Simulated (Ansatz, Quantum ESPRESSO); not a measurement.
# BaO (Fm-3m): Raman and infrared activity

Wanted: vibrational spectra of BaO (Fm-3m) from linear and non-linear response.

Calculated with Quantum ESPRESSO 8.0 development, patched; DFT LDA, scalar-relativistic, plane waves, PseudoDojo norm-conserving pseudopotentials.

The database entry behind the starting cell differs from later determinations by our own check (about 0.7 % short), so it need not match the best structure at ambient conditions.

## Step 1: The starting structure

It takes space group Fm-3m (No. 225, cubic). Conventional cell: a = 5.500 Å, b = 5.500 Å, c = 5.500 Å, α = 90.00°, β = 90.00°, γ = 90.00°. Nearest to Ba lie 6 O at 2.75 Å. O has 6 Ba at 2.75 Å nearest. Farther neighbours and most contacts between anions are not listed.

As a file:

```cif
data_structure
_symmetry_space_group_name_H-M 'P 1'
_symmetry_Int_Tables_number 1
_cell_length_a 3.8891
_cell_length_b 3.8891
_cell_length_c 3.8891
_cell_angle_alpha 60.000
_cell_angle_beta 60.000
_cell_angle_gamma 60.000
_cell_volume 41.59
loop_
_atom_site_label
_atom_site_type_symbol
_atom_site_fract_x
_atom_site_fract_y
_atom_site_fract_z
_atom_site_occupancy
Ba1 Ba 0.00000 0.00000 0.00000 1
O2 O 0.50000 0.50000 0.50000 1
```

## Step 2: A first look

Before anything dear is run, a loose run with smearing shows whether this is a metal and how far the cell is from rest.

probe.in

```
 &control
    calculation='scf',
    prefix='x',
    outdir='./tmp',
    pseudo_dir='./pseudo',
    tprnfor=.true.,
    tstress=.true.,
    verbosity='high',
 /
 &system
    ibrav=2,
    celldm(1)=10.39349369,
    nat=2,
    ntyp=2,
    ecutwfc=84.0,
    occupations='smearing',
    smearing='gaussian',
    degauss=0.01,
 /
 &electrons
    conv_thr=1.0d-07,
    mixing_beta=0.7,
    electron_maxstep=100,
 /
ATOMIC_SPECIES
 Ba    137.3270  Ba.upf
 O      15.9990  O.upf
ATOMIC_POSITIONS crystal
 Ba     0.000000000   0.000000000   0.000000000
 O      0.500000000   0.500000000   0.500000000
K_POINTS automatic
 6 6 6 0 0 0
```

Run with:

```bash
> OMP_NUM_THREADS=1 mpirun -n 2 pw.x -nk 2 -in probe.in > probe.out
```

Log:

```text
[banners, grids, parts of the stress and lines that vanish by symmetry left out]
Program PWSCF v.8.0dev
     bravais-lattice index     =            2
     lattice parameter (alat)  =      10.3935  a.u.
[...]
kinetic-energy cutoff     =      84.0000  Ry
     charge density cutoff     =     336.0000  Ry
     scf convergence threshold =      1.0E-07
[...]
Exchange-correlation= SLA-PW-NOGX-NOGC
                           (   1   4   0   0   0   0   0)
[...]
48 Sym. Ops., with inversion, found
[...]
(     0          1          0      )
                  (     0          0          1      )
[...]
(  0.0000000  1.0000000  0.0000000 )
                  (  0.0000000  0.0000000  1.0000000 )
[...]
(     1          0         -1      )
                  (     0          0         -1      )
[...]
(  0.0000000 -1.0000000  0.0000000 )
[...]
(     0          1         -1      )
                  (     0          1          0      )
[...]
( -1.0000000  0.0000000  0.0000000 )
                  (  0.0000000  1.0000000  0.0000000 )
[...]
number of k points=    16  Gaussian smearing, width (Ry)=  0.0100
[...]
End of self-consistent calculation
[...]
the Fermi energy is     9.4584 ev
!    total energy              =     -89.57492053 Ry
[...]
convergence has been achieved in  10 iterations
[...]
atom    1 type  1   force =    -0.00000000   -0.00000000   -0.00000000
     atom    2 type  2   force =     0.00000000    0.00000000    0.00000000
[...]
Total force =     0.000000     Total SCF correction =     0.000000
[...]
total   stress  (Ry/bohr**3)                   (kbar)     P=      -21.38
[...]
XML data file, charge density, pseudopotentials, collected wavefunctions

   JOB DONE.
```

Wall time 6.4 s (2 MPI ranks of Intel Xeon Platinum 8375C at 2.90GHz (Ice Lake), shared host).

Numbers from this step:

* volume per atom: 20.80 Å³
* pressure: -2.138 GPa
* gap on the k-mesh: 1.800 eV

A gap of 1.8 eV opens on this mesh, so the crystal is taken as an insulator; the start stands at -2.1 GPa.

## Step 3: Relaxation

The relaxation runs at a cutoff a fifth above that of the response, since stress converges more slowly with the basis than frequencies do. Forces and stress are brought to rest with tight thresholds.

relax.in

```
 &control
    calculation='vc-relax',
    prefix='x',
    outdir='./tmp',
    pseudo_dir='./pseudo',
    tprnfor=.true.,
    tstress=.true.,
    forc_conv_thr=2.0d-05,
    etot_conv_thr=1.0d-07,
    nstep=40,
 /
 &system
    ibrav=2,
    celldm(1)=10.39349369,
    nat=2,
    ntyp=2,
    ecutwfc=101,
    occupations='fixed',
    nbnd=10,
 /
 &electrons
    conv_thr=1.0d-11,
    mixing_beta=0.7,
    electron_maxstep=100,
 /
 &ions
 /
 &cell
    press_conv_thr=0.2,
 /
ATOMIC_SPECIES
 Ba    137.3270  Ba.upf
 O      15.9990  O.upf
ATOMIC_POSITIONS crystal
 Ba     0.000000000   0.000000000   0.000000000
 O      0.500000000   0.500000000   0.500000000
K_POINTS automatic
 8 8 8 0 0 0
```

Run with:

```bash
> OMP_NUM_THREADS=1 mpirun -n 2 pw.x -nk 2 -in relax.in > relax.out
```

Log:

```text
[banners, grids, parts of the stress and lines that vanish by symmetry left out]
[banner, memory and clock lines left out]
Program PWSCF v.8.0dev

[...]
kinetic-energy cutoff     =     101.0000  Ry
     charge density cutoff     =     404.0000  Ry
     scf convergence threshold =      1.0E-11
[...]
energy convergence thresh.=      1.0E-07
     force convergence thresh. =      2.0E-05
     press convergence thresh. =      2.0E-01
     Exchange-correlation= SLA-PW-NOGX-NOGC
                           (   1   4   0   0   0   0   0)
[...]
48 Sym. Ops., with inversion, found
[...]
number of k points=    29
[...]
End of self-consistent calculation
[...]
highest occupied, lowest unoccupied level (ev):     8.5706   10.3717
!    total energy              =     -89.57494575 Ry
[...]
convergence has been achieved in  16 iterations
[...]
atom    1 type  1   force =     0.00000000    0.00000000    0.00000000
     atom    2 type  2   force =     0.00000000    0.00000000    0.00000000
     Total force =     0.000000     Total SCF correction =     0.000000
[...]
total   stress  (Ry/bohr**3)                   (kbar)     P=      -21.05
[...]
number of bfgs steps    =   0
[...]
CELL_PARAMETERS (alat= 10.39349369)
[...]
ATOMIC_POSITIONS (crystal)
Ba              -0.0000000000        0.0000000000       -0.0000000000
O                0.5000000000        0.5000000000        0.5000000000
[...]
New effective cutoffs (rho, wfc):  406.37  101.71
[...]
End of self-consistent calculation
[...]
highest occupied, lowest unoccupied level (ev):     8.7257   10.4855
!    total energy              =     -89.57529121 Ry
[...]
convergence has been achieved in   7 iterations
[...]
atom    1 type  1   force =     0.00000000    0.00000000    0.00000000
     atom    2 type  2   force =     0.00000000    0.00000000    0.00000000
     Total force =     0.000000     Total SCF correction =     0.000000
[...]
total   stress  (Ry/bohr**3)                   (kbar)     P=      -12.74
[...]
number of bfgs steps    =   1
[...]
CELL_PARAMETERS (alat= 10.39349369)
[...]
ATOMIC_POSITIONS (crystal)
Ba              -0.0000000000        0.0000000000       -0.0000000000
O                0.5000000000        0.5000000000        0.5000000000
[...]
New effective cutoffs (rho, wfc):  410.78  102.81
[...]
End of self-consistent calculation
[...]
highest occupied, lowest unoccupied level (ev):     8.9638   10.6588
!    total energy              =     -89.57547852 Ry
[...]
convergence has been achieved in   8 iterations
[...]
atom    1 type  1   force =     0.00000000    0.00000000    0.00000000
     atom    2 type  2   force =     0.00000000    0.00000000    0.00000000
     Total force =     0.000000     Total SCF correction =     0.000000
[...]
total   stress  (Ry/bohr**3)                   (kbar)     P=        0.59
[...]
number of bfgs steps    =   2
[...]
CELL_PARAMETERS (alat= 10.39349369)
[...]
ATOMIC_POSITIONS (crystal)
[...]
New effective cutoffs (rho, wfc):  410.58  102.76
[...]
End of self-consistent calculation
[...]
highest occupied, lowest unoccupied level (ev):     8.9532   10.6511
!    total energy              =     -89.57547890 Ry
[...]
convergence has been achieved in   7 iterations
[...]
atom    1 type  1   force =     0.00000000    0.00000000    0.00000000
     atom    2 type  2   force =     0.00000000    0.00000000    0.00000000
     Total force =     0.000000     Total SCF correction =     0.000000
[...]
total   stress  (Ry/bohr**3)                   (kbar)     P=       -0.02
[...]
number of bfgs steps    =   3
[...]
small trust_radius: resetting bfgs history
[...]
CELL_PARAMETERS (alat= 10.39349369)
[...]
ATOMIC_POSITIONS (crystal)
[...]
New effective cutoffs (rho, wfc):  410.58  102.76
[...]
End of self-consistent calculation
[...]
highest occupied, lowest unoccupied level (ev):     8.9533   10.6512
!    total energy              =     -89.57547890 Ry
[...]
convergence has been achieved in   3 iterations
[...]
atom    1 type  1   force =    -0.00000000   -0.00000000    0.00000000
     atom    2 type  2   force =     0.00000000    0.00000000    0.00000000
     Total force =     0.000000     Total SCF correction =     0.000000
[...]
total   stress  (Ry/bohr**3)                   (kbar)     P=       -0.01
[...]
bfgs converged in   5 scf cycles and   4 bfgs steps
[...]
End of BFGS Geometry Optimization
     Final enthalpy           =     -89.5754788970 Ry
     File ./tmp/x.bfgs deleted, as requested
[...]
CELL_PARAMETERS (alat= 10.39349369)
[...]
ATOMIC_POSITIONS (crystal)
Ba              -0.0000000000        0.0000000000       -0.0000000000
O                0.5000000000        0.5000000000        0.5000000000
[...]
Final scf calculation at the relaxed structure.
[...]
kinetic-energy cutoff     =     101.0000  Ry
     charge density cutoff     =     404.0000  Ry
     scf convergence threshold =      1.0E-13
[...]
press convergence thresh. =      2.0E-01
     Exchange-correlation= SLA-PW-NOGX-NOGC
                           (   1   4   0   0   0   0   0)
[...]
48 Sym. Ops., with inversion, found
[...]
number of k points=    29
[...]
End of self-consistent calculation
[...]
highest occupied, lowest unoccupied level (ev):     8.9533   10.6512
!    total energy              =     -89.57547807 Ry
[...]
convergence has been achieved in  16 iterations
[...]
atom    1 type  1   force =     0.00000000    0.00000000    0.00000000
     atom    2 type  2   force =     0.00000000    0.00000000    0.00000000
     Total force =     0.000000     Total SCF correction =     0.000000
[...]
total   stress  (Ry/bohr**3)                   (kbar)     P=       -0.01
[...]
XML data file, charge density, pseudopotentials, collected wavefunctions
```

It took 58 s on 2 MPI ranks; 1.9 min of CPU time.

Step by step:

| step | energy less that of the first step (eV) | largest force (eV/Å) | pressure (GPa) | volume (Å³) |
| --- | --- | --- | --- | --- |
| 1 | 0.0000 | 0.0000 | -2.10 | 41.59 |
| 2 | -0.0047 | 0.0000 | -1.27 | 41.15 |
| 3 | -0.0072 | 0.0000 | 0.06 | 40.49 |
| 4 | -0.0073 | 0.0000 | 0.00 | 40.52 |
| 5 | -0.0073 | 0.0000 | 0.00 | 40.52 |
| 6 | -0.0072 | 0.0000 | 0.00 | 40.52 |

| conventional cell, symmetrised | before | after | change |
| --- | --- | --- | --- |
| a (Å) | 5.500 | 5.452 | -0.9 % |
| b (Å) | 5.500 | 5.452 | -0.9 % |
| c (Å) | 5.500 | 5.452 | -0.9 % |
| volume (Å³/atom) | 20.80 | 20.26 | -2.6 % |

Final coordinates:

```cif
data_structure
_symmetry_space_group_name_H-M 'P 1'
_symmetry_Int_Tables_number 1
_cell_length_a 3.8552
_cell_length_b 3.8552
_cell_length_c 3.8552
_cell_angle_alpha 60.000
_cell_angle_beta 60.000
_cell_angle_gamma 60.000
_cell_volume 40.52
loop_
_atom_site_label
_atom_site_type_symbol
_atom_site_fract_x
_atom_site_fract_y
_atom_site_fract_z
_atom_site_occupancy
Ba1 Ba 0.00000 0.00000 0.00000 1
O2 O 0.50000 0.50000 0.50000 1
```

The last row of the table of steps is pw.x's closing run on a basis chosen anew for the final cell, so its energy can jump.

This step gave:

* volume per atom: 20.26 Å³
* pressure: -0.001 GPa
* gap on the k-mesh: 1.698 eV

The volume changes by -2.6 % from the cell with which this run began.

## Step 4: Ground state

The response is built on this ground state, so it is converged far tighter than an energy would need. With a gap, occupations are fixed, which also allows the response to an electric field.

scf.in

```
 &control
    calculation='scf',
    prefix='x',
    outdir='./tmp',
    pseudo_dir='./pseudo',
    tprnfor=.true.,
    tstress=.true.,
 /
 &system
    ibrav=2,
    celldm(1)=10.30298022,
    nat=2,
    ntyp=2,
    ecutwfc=84.0,
    occupations='fixed',
    nbnd=10,
 /
 &electrons
    conv_thr=1.0d-12,
    mixing_beta=0.7,
    electron_maxstep=100,
 /
ATOMIC_SPECIES
 Ba    137.3270  Ba.upf
 O      15.9990  O.upf
ATOMIC_POSITIONS crystal
 Ba     0.000000000   0.000000000   0.000000000
 O      0.500000000   0.500000000   0.500000000
K_POINTS automatic
 8 8 8 0 0 0
```

Run with:

```bash
> OMP_NUM_THREADS=1 mpirun -n 2 pw.x -nk 2 -in scf.in > scf.out
```

Log:

```text
[banners, grids, parts of the stress and lines that vanish by symmetry left out]
[banner, memory and clock lines left out]
Program PWSCF v.8.0dev

[...]
kinetic-energy cutoff     =      84.0000  Ry
     charge density cutoff     =     336.0000  Ry
     scf convergence threshold =      1.0E-12
[...]
Exchange-correlation= SLA-PW-NOGX-NOGC
                           (   1   4   0   0   0   0   0)
[...]
48 Sym. Ops., with inversion, found
[...]
number of k points=    29
[...]
End of self-consistent calculation
[...]
highest occupied, lowest unoccupied level (ev):     8.9533   10.6512
!    total energy              =     -89.57546100 Ry
[...]
convergence has been achieved in  18 iterations
[...]
atom    1 type  1   force =    -0.00000000   -0.00000000   -0.00000000
     atom    2 type  2   force =     0.00000000    0.00000000    0.00000000
     Total force =     0.000000     Total SCF correction =     0.000000
[...]
total   stress  (Ry/bohr**3)                   (kbar)     P=       -0.18
[...]
XML data file, charge density, pseudopotentials, collected wavefunctions
```

The job ended after 16 s (2 MPI ranks).

This step gave:

* pressure: -0.018 GPa

The cell stands at -0.018 GPa, close enough for phonons.

(Continued in part 2 of 3.)

[Host names and launcher messages were left out of these logs when they were recorded.]

[Logs are printed without paths, hosts, clocks, repeated set-up lines and the standing remarks that a program may print on its own settings, such as how far it seeks lower states.]

[Hosts, paths, dates, database ids (printed as entryN), source tags and the programs' standing remarks are cut or masked in the printed files.]
